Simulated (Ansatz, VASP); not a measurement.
Two plane-wave programs on HfO2

File INCAR:

```
PREC = Accurate
ENCUT = 520
EDIFF = 1E-7
ISMEAR = 0
SIGMA = 0.05
LREAL = F
LASPH = T
NELM = 100
ALGO = Normal
ISIF = 2
LWAVE = F
LCHARG = F
GGA = PS
NBANDS = 18
```

Contents of KPOINTS:

```
regular mesh
0
Gamma
  8 8 8
```

POSCAR

```
HfO2
1.0
    0.1345323117      2.5455056394      2.5455056394
    2.5455056394      0.1345323117      2.5455056394
    2.5455056394      2.5455056394      0.1345323117
Hf O
1 2
Direct
    0.0000000000      0.0000000000      0.0000000000
    0.2500000000      0.2500000000      0.2500000000
    0.7500000000      0.7500000000      0.7500000000
```

Input for Ansatz:

```yaml
crystal:
  lattice:
    - [0.1345323117, 2.5455056394, 2.5455056394]
    - [2.5455056394, 0.1345323117, 2.5455056394]
    - [2.5455056394, 2.5455056394, 0.1345323117]
  atoms:
    - { symbol: Hf, position: [0.0, 0.0, 0.0] }
    - { symbol: O, position: [0.25, 0.25, 0.25] }
    - { symbol: O, position: [0.75, 0.75, 0.75] }
basis:
  ecutwfc: 520.0
kpoints:
  mp_grid: { grid: [8, 8, 8] }
hamiltonian:
  xc: pbesol
  pseudopotentials: { kind: paw, azcp: { folder: soft_1 } }
scf:
  occupations: { method: gaussian, width: 0.05 }
output:
  forces: true
  stress: true
  eigenvalues: true
```

Alike in both runs: task single point; functional PBEsol; k mesh 8 × 8 × 8; occupations gaussian, width 0.05 eV; no spin polarisation.

|  | VASP | Ansatz |
| --- | --- | --- |
| version | VASP 6.6.1 | Ansatz 0.2.0 |
| potentials or method | VASP PAW PBE potentials, release 64 (Hf_pv, O) | scalar-relativistic, plane waves, PAW |
| plane-wave cutoff (eV) | 520 | 520 |
| valence electrons in the cell | 22 | 38 |

|  | VASP | Ansatz | Ansatz less VASP |
| --- | --- | --- | --- |
| gap on the k mesh at the Fermi level (eV) | 3.92 | 3.88 | -0.041 |
| least direct gap on the mesh (eV) | 3.92 | 3.88 | -0.041 |
| pressure (GPa) | 14.3 | 18.5 | +4.25 |
| largest component of the traceless stress (GPa) | 5.60 | 5.79 | +0.190 |
| rms of the force components (eV/Å) | 0.351 | 0.377 | +0.0264 |

Atom by atom the forces differ by 0.026 eV/Å (rms over components). One of these differences is far larger than is usual between the two programs; its cause wasn't traced. The two sets of potentials don't hold the same shells in valence. Ansatz warned: «pseudo_functional_mismatch».

Caveats: the PAW data sets were made with another functional, which shifts forces and pressure a little (VASP); spin-orbit coupling is left out, which moves the levels of the heavy elements. A k mesh can miss the band edges.
